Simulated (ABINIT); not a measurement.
Runs of ABINIT 10.8.3 (patched build) on SrCl2. Symmetry: Fm-3m, No. 225, cubic system. Conventional cell: a = 6.977 Å, b = 6.977 Å, c = 6.977 Å, α = 90.00°, β = 90.00°, γ = 90.00°. Around Sr (site symmetry m-3m) lie 8 Cl at 3.02 Å. Cl (site symmetry -43m) is surrounded by 4 Sr at 3.02 Å. 

```csv
task,level,potentials or basis,cell,k mesh,cutoff (eV),smearing,fine-grid cutoff,cell freedom (optcell),optimiser (ionmov),cutoff smearing ecutsm (Ha),force stop (Ha/bohr),gap on the mesh (eV),pressure (GPa),relaxed volume (Å³/atom)
single point,PBE,SPMS NC PBE v1.0,as given,5 × 5 × 5,490,fermi-dirac 0.05 eV,-,-,-,-,-,5.41,(b),-
positron lifetime,PBEsol,JTH PAW PBE v2.0,as given,5 × 5 × 5,517,fermi-dirac 0.05 eV,1034.03 eV,-,-,-,-,5.22,-1.2,-
relaxation of cell and atoms,LDA,PseudoDojo NC SR LDA v0.4.1 standard,relaxed,5 × 5 × 5,925,fermi-dirac 0.05 eV,-,2,2,0.5,2e-05,5.26,0.0,26.19
relaxation of cell and atoms,PBE,PseudoDojo NC SR PBE v0.4.1 standard,relaxed,5 × 5 × 5,925,fermi-dirac 0.05 eV,-,2,2,0.5,2e-05,(a),0.0,29.07
```

Alike in all rows: no spin polarisation.

Question: Fill in the values left out.

Answer: (a) 5.30; (b) 0.7.

Caveats: an odd mesh through Γ misses points on the zone boundary, where band edges often lie; the PAW basis is incomplete for the positron (some runs); the PAW data sets were made with another functional, which shifts forces and pressure a little (some runs).

A k mesh can miss the band edges, and the runs leave out spin-orbit coupling on Sr.

Not every run made on this cell is shown here.
